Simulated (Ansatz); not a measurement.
# Dielectric response of BaTe (001) films, part 2 of 5

Aim: the electronic and static ε of rocksalt BaTe (001) from films of three thicknesses in a field.

Ansatz 0.2.0; plane-wave DFT, PBEsol, Ansatz PAW.

So far. Step 2 (Relaxing the film, 6 atoms, units 3): The gap is 1.57 eV, with the valence edge 4.32 eV and the conduction edge 2.75 eV under the upper vacuum level.

**3. The relaxed film, single point, 6 atoms, units 3**

The film was relaxed beforehand; a single point on the relaxed positions gives its levels and potential.

input.yaml reads:

```yaml
crystal:
  lattice:
    - [4.94974747, 0.0, 0.0]
    - [0.0, 4.94974747, 0.0]
    - [0.0, 0.0, 25.0]
  atoms:
    - { symbol: Ba, position: [0.5, 0.5, 0.3645377553] }
    - { symbol: Te, position: [0.0, 0.0, 0.3614733568] }
    - { symbol: Ba, position: [0.0, 0.0, 0.5000000046] }
    - { symbol: Te, position: [0.5, 0.5, 0.4999999904] }
    - { symbol: Ba, position: [0.5, 0.5, 0.6354622632] }
    - { symbol: Te, position: [0.0, 0.0, 0.6385266297] }
kpoints:
  mp_grid: { grid: [6, 6, 1] }
hamiltonian:
  xc: pbesol
scf:
  occupations: { method: fixed }
  convergence: { dr2_threshold: 1.0e-09 }
efield:
  axis: 3
  dipole_correction: true
  ramp_position: 0.97
  ramp_width: 0.06
output:
  eigenvalues: true
  write_potential: true
  write_density: true
  volumetric_format: npy
```

On the command line:

```bash
ansatz run input.yaml --threads 4 --pin off --max-ram 12288MiB --backend cpu --events-out ev --progress --plain --runs-dir out
```

Numbers of over 12 decimals in the logs are rounded to 6 here.

Output:

```text
[...]
Crystal: 6 atoms, lattice volume = 612.500 Å³
Basis set: ecut = 420 eV, 12015 PW (Γ)
Bands: 47, of which v1, the nominal top of the filled ones, is band 39 counted from 1 (38 counted from 0)
Symmetry: 8 space group operations
k-points: 10 of 36
[...]
SCF iter   1: F=—  HF=-38302.225938 eV  |F-HF|=—  |Δ(HF+E_count)|=         —  Δρ=1.24e-3  dr2=2.83e-2  ethr=1.77e-3  p=0.000 e·Å  D=1.20e-7 V/Å  ΔV_dip=-0.00 eV  dr2_dipole=5.42e-10  V_vac-E_F(+/−)=4.39/4.39 eV  ⟨swp⟩=8.1  Hψ=2036  notcnv=0  defer=52
[...]
SCF iter   9: F=-38302.223418 eV  HF=-38302.223418 eV  |F-HF|=3.78e-10  |Δ(HF+E_count)|=   2.20e-9  Δρ=1.75e-7  dr2=1.97e-10  ethr=1.28e-12  p=0.000 e·Å  D=7.68e-8 V/Å  ΔV_dip=-0.00 eV  dr2_dipole=1.80e-14  V_vac-E_F(+/−)=4.32/4.32 eV  ⟨swp⟩=24.9  Hψ=3065  notcnv=0
SCF 1 converged in 9 iterations: F = -38302.223418 eV  dr2 = 1.97e-10
[...]
WARN: The output density's exchange-correlation potential varies sharply where the density is thin. Do not read a vacuum level from v_tot or v_xc, or from such a field of the output density. On a cell that repeats whose density bears no net charge and no dipole along the vacuum's axis use v_es (v_loc + v_h of the components); under efield.dipole_correction with no amplitude use v_es + v_field, which holds any externa [...]
SCF converged after 9 iterations
Free energy (F): -38302.223418 eV
[...]
Internal energy: -38302.223418 eV  (E = F + TS)
E sigma→0 (E₀):  -38302.223418 eV
Fermi energy:    0.160003 eV
Dipole field:    D = 0.000000 V/Å  (p = 0.000001 e·Å, saw-weighted, corrected)
Work function:   Φ+ = 4.3234 eV   Φ− = 4.3234 eV
[...]
--- Band table (eV; the first three rows and the last of 10) ---
  k-point 0: bands = [... 35 lower, 0.0589, 0.0589, 0.1600, 0.1600, 1.7317, 2.2074, 2.8281, 2.8403, ... 4 higher]
  k-point 1: bands = [... 35 lower, -0.4170, -0.2127, -0.1976, -0.1244, 2.2357, 2.6445, 3.0773, 3.2464, ... 4 higher]
  k-point 2: bands = [... 35 lower, -0.6169, -0.6053, -0.5566, -0.3258, 3.2582, 3.2994, 3.5417, 3.7215, ... 4 higher]
  k-point 9: bands = [... 35 lower, -0.5023, -0.3345, -0.3345, 0.0307, 2.0557, 2.0557, 3.3627, 3.3627, ... 4 higher]
```

It took 10 s on 4 threads of Arm Neoverse V1, shared host; peak memory 1.1 GiB; 41 s of CPU time.

Numbers from this step:

```
dipole along the normal : 6.09e-7 e·Å
```

Running mean over 3.5 Å of the planar mean; the ramp of the sawtooth is left out. The electron's electrostatic potential energy less the highest filled level by z:

```csv
z (Å),electron's electrostatic potential energy less the highest filled level (eV)
3.5,4.32
4.0,4.32
4.5,4.32
5.0,4.31
5.5,4.26
6.0,4.12
6.5,3.61
7.0,2.47
7.5,1.22
8.0,-0.0653
8.5,-0.773
9.0,-0.940
9.5,-0.980
10.0,-1.08
10.5,-1.17
11.0,-1.19
11.5,-1.13
12.0,-1.02
12.5,-0.994
13.0,-1.02
13.5,-1.13
14.0,-1.19
14.5,-1.17
15.0,-1.08
15.5,-0.980
16.0,-0.940
16.5,-0.773
17.0,-0.0652
17.5,1.22
18.0,2.47
18.5,3.61
19.0,4.12
19.5,4.26
20.0,4.31
20.5,4.32
21.0,4.32
21.5,4.32
```

The gap is 1.57 eV, with the valence edge 4.32 eV and the conduction edge 2.75 eV under the upper vacuum level.

**4. Atoms held, 6 atoms, units 3, field 0.05 V/Å**

A sawtooth potential applies the field, turning back in the middle of the vacuum. With the dipole correction the typed value is the field outside the slab. The induced dipole is small, so the SCF threshold is tight.

Changes to input.yaml since step 3:

```diff
@@ -18,3 +18,3 @@
   occupations: { method: fixed }
-  convergence: { dr2_threshold: 1.0e-09 }
+  convergence: { dr2_threshold: 1.0e-10 }
 efield:
@@ -24,4 +24,4 @@
   ramp_width: 0.06
+  amplitude: 0.05
 output:
-  eigenvalues: true
   write_potential: true
```

Output:

```text
[...]
Crystal: 6 atoms, lattice volume = 612.500 Å³
Basis set: ecut = 420 eV, 12015 PW (Γ)
Bands: 47, of which v1, the nominal top of the filled ones, is band 39 counted from 1 (38 counted from 0)
Symmetry: 8 space group operations
k-points: 10 of 36
[...]
SCF iter   1: F=—  HF=-38303.175867 eV  |F-HF|=—  |Δ(HF+E_count)|=         —  Δρ=1.16e-2  dr2=3.53e0  ethr=3.10e-3  p=0.071 e·Å  D=2.09e-2 V/Å  ΔV_dip=-0.52 eV  dr2_dipole=4.03e-4  V_vac-E_F(+/−)=7.70/7.09 eV  ⟨swp⟩=7.3  Hψ=1895  notcnv=0  defer=57
[...]
SCF iter  12: F=-38302.224968 eV  HF=-38302.224968 eV  |F-HF|=1.02e-10  |Δ(HF+E_count)|=  9.60e-10  Δρ=1.26e-7  dr2=7.54e-11  ethr=1.00e-12  p=0.062 e·Å  D=1.83e-2 V/Å  ΔV_dip=-0.46 eV  dr2_dipole=2.88e-14  V_vac-E_F(+/−)=4.64/3.96 eV  ⟨swp⟩=21.9  Hψ=3311  notcnv=0
SCF 1 converged in 12 iterations: F = -38302.224968 eV  dr2 = 7.54e-11
[...]
SCF converged after 12 iterations
[...]
Free energy (F): -38302.224968 eV
[...]
Internal energy: -38302.224968 eV  (E = F + TS)
E sigma→0 (E₀):  -38302.224968 eV
Fermi energy:    0.165620 eV
Dipole field:    D = 0.018313 V/Å  (p = 0.061987 e·Å, saw-weighted, corrected)
Work function:   not extracted (applied field tilts the vacuum); planar V_es + V_field profile in the machine report
[...]
--- Band table (eV; the first three rows and the last of 10) ---
  k-point 0: bands = [... 35 lower, 0.0529, 0.0529, 0.1656, 0.1656, 1.7308, 2.2073, 2.8284, 2.8337, ... 4 higher]
  k-point 1: bands = [... 35 lower, -0.4041, -0.2114, -0.2057, -0.1167, 2.2347, 2.6443, 3.0706, 3.2321, ... 4 higher]
  k-point 2: bands = [... 35 lower, -0.6192, -0.6167, -0.5457, -0.3238, 3.2481, 3.3054, 3.5370, 3.7205, ... 4 higher]
  k-point 9: bands = [... 35 lower, -0.5040, -0.3325, -0.3325, 0.0319, 2.0552, 2.0552, 3.3625, 3.3625, ... 4 higher]
```

Elapsed: 12 s, on 4 threads; peak memory 1.1 GiB; 47 s of CPU time.

This step gave:

| Property | Result |
| --- | --- |
| gap on the k-mesh | 1.565 eV |
| dipole along the normal | 0.06199 e·Å |

The dipole is 0.0620 e·Å, and the gap on the mesh 1.565 eV.

**5. Atoms held, 6 atoms, units 3, field -0.05 V/Å**

Changes to input.yaml since step 4:

```diff
@@ -24,3 +24,3 @@
   ramp_width: 0.06
-  amplitude: 0.05
+  amplitude: -0.05
 output:
```

Output:

```text
[...]
Crystal: 6 atoms, lattice volume = 612.500 Å³
Basis set: ecut = 420 eV, 12015 PW (Γ)
Bands: 47, of which v1, the nominal top of the filled ones, is band 39 counted from 1 (38 counted from 0)
Symmetry: 8 space group operations
k-points: 10 of 36
[...]
k-point 0: bands = [... 35 lower, 0.0529, 0.0529, 0.1656, 0.1656, 1.7308, 2.2073, 2.8284, 2.8337, ... 4 higher]
  k-point 1: bands = [... 35 lower, -0.4041, -0.2114, -0.2057, -0.1167, 2.2347, 2.6443, 3.0706, 3.2321, ... 4 higher]
  k-point 2: bands = [... 35 lower, -0.6192, -0.6167, -0.5457, -0.3238, 3.2481, 3.3054, 3.5370, 3.7205, ... 4 higher]
  k-point 9: bands = [... 35 lower, -0.5040, -0.3325, -0.3325, 0.0319, 2.0552, 2.0552, 3.3625, 3.3625, ... 4 higher]
[key lines of the parts left out:]
SCF converged after 12 iterations
Free energy (F): -38302.224968 eV
Fermi energy:    0.165620 eV
Dipole field:    D = -0.018313 V/Å  (p = -0.061986 e·Å, saw-weighted, corrected)
```

Run time: 12 s. Hardware: 4 threads; peak memory 1.1 GiB.

The dipole is -0.0620 e·Å, and the gap on the mesh 1.565 eV.

**6. Response with the atoms held, 6 atoms, units 3**

This step: plane-wave DFT, PBEsol, Ansatz PAW; response to a field along the normal, atoms held (Ansatz 0.2.0).

The two fields give this film's response with the atoms held: the electronic part.

This step gave:

```yaml
equivalent_conductor_thickness_p_eps_0ae: 9.156 Å
distance_between_the_outer_atoms: 6.926 Å
thickness: 10.5 Å
```

Local field over the applied field, running mean. From the potentials at -0.05 and 0.05 V/Å; running mean over 3.5 Å, taken twice. Table of local field over applied field by z:

```csv
z (Å),local field over applied field
4.5,0.962
5.0,0.927
5.5,0.873
6.0,0.800
6.5,0.710
7.0,0.607
7.5,0.500
8.0,0.399
8.5,0.312
9.0,0.243
9.5,0.195
10.0,0.165
10.5,0.152
11.0,0.150
11.5,0.151
12.0,0.152
12.5,0.152
13.0,0.152
13.5,0.151
14.0,0.150
14.5,0.152
15.0,0.165
15.5,0.195
16.0,0.243
16.5,0.312
17.0,0.399
17.5,0.500
18.0,0.607
18.5,0.710
19.0,0.800
19.5,0.873
20.0,0.927
20.5,0.962
```

Electrons, planar mean, per unit field. The induced electron density by z:

```csv
z (Å),induced electron density (e/Å³ per V/Å)
4.5,3.6e-5
5.0,9.0e-5
5.5,2.2e-4
6.0,5.0e-4
6.5,0.00108
7.0,0.00204
7.5,0.00302
8.0,0.00279
8.5,8.2e-4
9.0,2.7e-4
9.5,-3.9e-4
10.0,-0.00174
10.5,-0.00108
11.0,4.3e-4
11.5,0.00168
12.0,8.0e-4
12.5,0
13.0,-8.0e-4
13.5,-0.00168
14.0,-4.3e-4
14.5,0.00108
15.0,0.00174
15.5,3.9e-4
16.0,-2.7e-4
16.5,-8.2e-4
17.0,-0.00279
17.5,-0.00302
18.0,-0.00204
18.5,-0.00108
19.0,-5.0e-4
19.5,-2.2e-4
20.0,-9.0e-5
20.5,-3.6e-5
```

By hand: between -0.05 and 0.05 V/Å the dipole changes by 0.1240 e·Å, a slope of 1.240 e·Å²/V. A perfect conductor of thickness t has p = ε₀AEt, so t = 180.95 × 1.240 / 24.500 = 9.16 Å (e/ε₀ = 180.95 V·Å, A in Å²).

The induced dipole is that of a conductor 9.16 Å thick.

**7. Field on, atoms free, 6 atoms, field 0.05 V/Å**

This step: plane-wave DFT, PBEsol, Ansatz PAW (Ansatz 0.2.0).

Now the atoms may follow the field. A weak field makes forces of meV/Å to tens of meV/Å, so the force tolerance is set well below the usual one.

Changes to input.yaml since step 5:

```diff
@@ -24,3 +24,6 @@
   ramp_width: 0.06
-  amplitude: -0.05
+  amplitude: 0.05
+relax:
+  f_tol: 0.0006
+  max_steps: 70
 output:
```

Output:

```text
[...]
Crystal: 6 atoms, lattice volume = 612.500 Å³
Basis set: ecut = 420 eV, 12015 PW (Γ), exchange–correlation on 72×72×360 points (8 copies of the dense FFT grid, shifted against one another)
Bands: 47, of which v1, the nominal top of the filled ones, is band 39 counted from 1 (38 counted from 0)
Symmetry: 8 space group operations
k-points: 10 of 36
[...]
SCF iter   1: F=—  HF=-38303.175849 eV  |F-HF|=—  |Δ(HF+E_count)|=         —  Δρ=1.16e-2  dr2=3.53e0  ethr=3.10e-3  p=0.071 e·Å  D=2.09e-2 V/Å  ΔV_dip=-0.52 eV  dr2_dipole=4.03e-4  V_vac-E_F(+/−)=7.70/7.09 eV  ⟨swp⟩=7.3  Hψ=1895  notcnv=0  defer=57
[...]
SCF iter  12: F=-38302.224951 eV  HF=-38302.224951 eV  |F-HF|=2.55e-10  |Δ(HF+E_count)|=  9.90e-10  Δρ=1.26e-7  dr2=7.59e-11  ethr=1.00e-12  p=0.062 e·Å  D=1.83e-2 V/Å  ΔV_dip=-0.46 eV  dr2_dipole=4.23e-14  V_vac-E_F(+/−)=4.64/3.96 eV  ⟨swp⟩=6.9  Hψ=2899  notcnv=0
SCF 1 converged in 12 iterations: F = -38302.224951 eV  dr2 = 7.59e-11
[...]
relax step   1: F+E_penalty+E_count = -38302.22495069 eV  Δ(F+E_penalty+E_count) = +0.000e0 eV  max|allowed force component| = 2.231e-2 eV/Å  Δτ_max = 0.0000 Å  (12 SCF iters, accepted)
[...]
SCF iter   9: F=-38302.225115 eV  HF=-38302.225115 eV  |F-HF|=0.00e0  |Δ(HF+E_count)|=  2.55e-10  Δρ=5.32e-8  dr2=1.31e-11  ethr=1.00e-12  p=0.075 e·Å  D=2.22e-2 V/Å  ΔV_dip=-0.55 eV  dr2_dipole=2.51e-14  V_vac-E_F(+/−)=4.60/4.01 eV  ⟨swp⟩=7.1  Hψ=2361  notcnv=0
SCF 2 converged in 9 iterations: F = -38302.225115 eV  dr2 = 1.31e-11
relax step   2: F+E_penalty+E_count = -38302.22511519 eV  Δ(F+E_penalty+E_count) = -1.645e-4 eV  max|allowed force component| = 1.299e-2 eV/Å  Δτ_max = 0.0090 Å  (9 SCF iters, accepted)
SCF iter   1: F=—  HF=-38302.225156 eV  |F-HF|=—  |Δ(HF+E_count)|=         —  Δρ=4.20e-5  dr2=5.65e-5  ethr=1.18e-6  p=0.075 e·Å  D=2.22e-2 V/Å  ΔV_dip=-0.55 eV  dr2_dipole=3.98e-5  V_vac-E_F(+/−)=4.60/4.01 eV  ⟨swp⟩=5.4  Hψ=929  notcnv=0  defer=60
[...]
SCF iter   8: F=-38302.225174 eV  HF=-38302.225174 eV  |F-HF|=0.00e0  |Δ(HF+E_count)|=  4.00e-10  Δρ=4.78e-8  dr2=1.12e-11  ethr=1.00e-12  p=0.071 e·Å  D=2.09e-2 V/Å  ΔV_dip=-0.52 eV  dr2_dipole=1.94e-13  V_vac-E_F(+/−)=4.61/4.00 eV  ⟨swp⟩=7.4  Hψ=2447  notcnv=0
SCF 3 converged in 8 iterations: F = -38302.225174 eV  dr2 = 1.12e-11
relax step   3: F+E_penalty+E_count = -38302.22517384 eV  Δ(F+E_penalty+E_count) = -5.865e-5 eV  max|allowed force component| = 1.035e-3 eV/Å  Δτ_max = 0.0034 Å  (8 SCF iters, accepted)
SCF iter   1: F=—  HF=-38302.225174 eV  |F-HF|=—  |Δ(HF+E_count)|=         —  Δρ=2.24e-6  dr2=2.27e-7  ethr=1.00e-9  p=0.071 e·Å  D=2.09e-2 V/Å  ΔV_dip=-0.52 eV  dr2_dipole=4.12e-9  V_vac-E_F(+/−)=4.61/4.00 eV  ⟨swp⟩=3.8  Hψ=908  notcnv=0  defer=39
[...]
SCF iter   5: F=-38302.225174 eV  HF=-38302.225174 eV  |F-HF|=1.46e-11  |Δ(HF+E_count)|=  6.55e-11  Δρ=7.92e-8  dr2=2.33e-11  ethr=1.00e-12  p=0.071 e·Å  D=2.09e-2 V/Å  ΔV_dip=-0.52 eV  dr2_dipole=2.10e-14  V_vac-E_F(+/−)=4.61/4.00 eV  ⟨swp⟩=7.3  Hψ=2527  notcnv=0
SCF 4 converged in 5 iterations: F = -38302.225174 eV  dr2 = 2.33e-11
relax step   4: F+E_penalty+E_count = -38302.22517399 eV  Δ(F+E_penalty+E_count) = -1.544e-7 eV  max|allowed force component| = 1.635e-4 eV/Å  Δτ_max = 0.0002 Å  (5 SCF iters, accepted)
NSCF: frozen V_eff on 10 k-points
[...]
SCF converged after 5 iterations
[...]
Free energy (F): -38302.225174 eV
[...]
Internal energy: -38302.225174 eV  (E = F + TS)
E sigma→0 (E₀):  -38302.225174 eV
Fermi energy:    0.160690 eV
Dipole field:    D = 0.020933 V/Å  (p = 0.070857 e·Å, saw-weighted, corrected)
Work function:   not extracted (applied field tilts the vacuum); planar V_es + V_field profile in the machine report
[...]
--- Forces (eV/Å), atoms counted from 1 ---
  atom   1  Ba    -0.00000000     0.00000000    -0.00005856
  atom   2  Te    -0.00000000     0.00000000    -0.00009436
  atom   3  Ba     0.00000000     0.00000000     0.00016339
  atom   4  Te     0.00000000     0.00000000     0.00016356
  atom   5  Ba    -0.00000000     0.00000000    -0.00006765
  atom   6  Te     0.00000000     0.00000000    -0.00010607
  max |Σ_I F_I| component: 3.09e-7 eV/Å
--- Band table (eV; the first three rows and the last of 10) ---
  k-point 0: bands = [... 35 lower, 0.0577, 0.0577, 0.1607, 0.1607, 1.7313, 2.2074, 2.8285, 2.8378, ... 4 higher]
  k-point 1: bands = [... 35 lower, -0.4154, -0.2122, -0.1990, -0.1235, 2.2354, 2.6445, 3.0746, 3.2408, ... 4 higher]
  k-point 2: bands = [... 35 lower, -0.6176, -0.6071, -0.5552, -0.3252, 3.2529, 3.3028, 3.5406, 3.7215, ... 4 higher]
  k-point 9: bands = [... 35 lower, -0.5030, -0.3342, -0.3342, 0.0310, 2.0558, 2.0558, 3.3632, 3.3632, ... 4 higher]
--- Relaxed structure (4 steps of the walk, 4 accepted, 0 SCFs on fresh bases) ---
  F+E_penalty+E_count = -38302.22517399 eV   max|allowed force component| = 1.635e-4 eV/Å
  atoms:
    - { symbol: Ba, position: [0.5, 0.5, 0.364754] }
    - { symbol: Te, position: [0, 0.0, 0.361269] }
    - { symbol: Ba, position: [0, 0.0, 0.500016] }
    - { symbol: Te, position: [0.5, 0.5, 0.500036] }
    - { symbol: Ba, position: [0.5, 0.5, 0.635647] }
    - { symbol: Te, position: [0, 0.0, 0.638278] }
```

Elapsed: 28 s, on 4 threads; peak memory 1.1 GiB; 1.8 min of CPU time.

The steps of the relaxation:

```csv
step,energy less that of the first step (eV),largest force component (eV/Å)
1,0.0000,0.0223
2,-0.0002,0.0130
3,-0.0002,0.0010
4,-0.0002,0.0002
```

The run keeps the 8 symmetry operations that it works with, so distortions that break them were not tested.

Final coordinates:

```xyz
6
Lattice="4.9497 0.0000 0.0000 0.0000 4.9497 0.0000 0.0000 0.0000 25.0000" Properties=species:S:1:pos:R:3
Ba    2.4749    2.4749    9.1188
Te    0.0000    0.0000    9.0317
Ba    0.0000    0.0000   12.5004
Te    2.4749    2.4749   12.5009
Ba    2.4749    2.4749   15.8912
Te    0.0000    0.0000   15.9569
```

This step gave:

```yaml
gap_on_the_k_mesh: 1.571 eV
dipole_along_the_normal: 0.07086 e·Å
```

The relaxation took 4 steps and lowered the energy by 2.2e-4 eV; the largest force on the free atoms ends at 1.6e-4 eV/Å.

The dipole is 0.0709 e·Å, and the gap on the mesh 1.571 eV.

**8. Field on, atoms free, 6 atoms, field -0.05 V/Å**

The opposite sign, again from the field-free geometry; the difference of the two cancels what relaxes without a field.

Changes to input.yaml since step 7:

```diff
@@ -24,3 +24,3 @@
   ramp_width: 0.06
-  amplitude: 0.05
+  amplitude: -0.05
 relax:
```

Output:

```text
[...]
Crystal: 6 atoms, lattice volume = 612.500 Å³
Basis set: ecut = 420 eV, 12015 PW (Γ), exchange–correlation on 72×72×360 points (8 copies of the dense FFT grid, shifted against one another)
Bands: 47, of which v1, the nominal top of the filled ones, is band 39 counted from 1 (38 counted from 0)
Symmetry: 8 space group operations
k-points: 10 of 36
[...]
--- Relaxed structure (4 steps of the walk, 4 accepted, 0 SCFs on fresh bases) ---
  F+E_penalty+E_count = -38302.22517399 eV   max|allowed force component| = 1.636e-4 eV/Å
  atoms:
    - { symbol: Ba, position: [0.5, 0.5, 0.364353] }
    - { symbol: Te, position: [0, 0.0, 0.361722] }
    - { symbol: Ba, position: [0, 0.0, 0.499984] }
    - { symbol: Te, position: [0.5, 0.5, 0.499964] }
    - { symbol: Ba, position: [0.5, 0.5, 0.635246] }
    - { symbol: Te, position: [0, 0.0, 0.638731] }
[key lines of the parts left out:]
SCF converged after 5 iterations
Free energy (F): -38302.225174 eV
Fermi energy:    0.160690 eV
Dipole field:    D = -0.020933 V/Å  (p = -0.070857 e·Å, saw-weighted, corrected)
```

The job ended after 28 s (4 threads; peak memory 1 GiB; 1.8 min of CPU time).

Step by step:

```csv
step,energy less that of the first step (eV),largest force component (eV/Å)
1,0.0000,0.0223
2,-0.0002,0.0130
3,-0.0002,0.0010
4,-0.0002,0.0002
```

The run keeps the 8 symmetry operations that it works with, so distortions that break them were not tested.

Final coordinates:

```xyz
6
Lattice="4.9497 0.0000 0.0000 0.0000 4.9497 0.0000 0.0000 0.0000 25.0000" Properties=species:S:1:pos:R:3
Ba    2.4749    2.4749    9.1088
Te    0.0000    0.0000    9.0431
Ba    0.0000    0.0000   12.4996
Te    2.4749    2.4749   12.4991
Ba    2.4749    2.4749   15.8812
Te    0.0000    0.0000   15.9683
```

The relaxation took 4 steps and lowered the energy by 2.2e-4 eV; the largest force on the free atoms ends at 1.6e-4 eV/Å.

The dipole is -0.0709 e·Å, and the gap on the mesh 1.571 eV.

**9. Response with the atoms relaxed, 6 atoms, units 3**

This step: plane-wave DFT, PBEsol, Ansatz PAW; response to a field along the normal, atoms relaxed (Ansatz 0.2.0).

The two relaxed runs give the static response.

Numbers from this step:

| Item | Value |
| --- | --- |
| equivalent conductor thickness p/(ε₀AE) | 10.47 Å |
| distance between the outer atoms | 6.925 Å |

Local field over the applied field, running mean. From the potentials at -0.05 and 0.05 V/Å; running mean over 3.5 Å, taken twice. Table of local field over applied field by z:

```csv
z (Å),local field over applied field
5,0.921
6,0.780
7,0.528
8,0.281
9,0.0350
10,0.0298
11,0.0707
12,0.117
13,0.117
14,0.0707
15,0.0298
16,0.0350
17,0.281
18,0.528
19,0.780
20,0.921
```

The induced dipole is that of a conductor 10.47 Å thick.

[end of part 2 of 5]

[Logs are printed without paths, hosts, clocks, repeated set-up lines and the standing remarks that a program may print on its own settings, such as how far it seeks lower states.]

[Hosts, paths, dates, database ids (printed as entryN), source tags and the programs' standing remarks are cut or masked in the printed files.]

[Maps of the electrostatic potential energy from Ansatz leave out the sawtooth potential of an applied field or a dipole correction, so their vacuum need not be flat; planar profiles and work functions include it.]
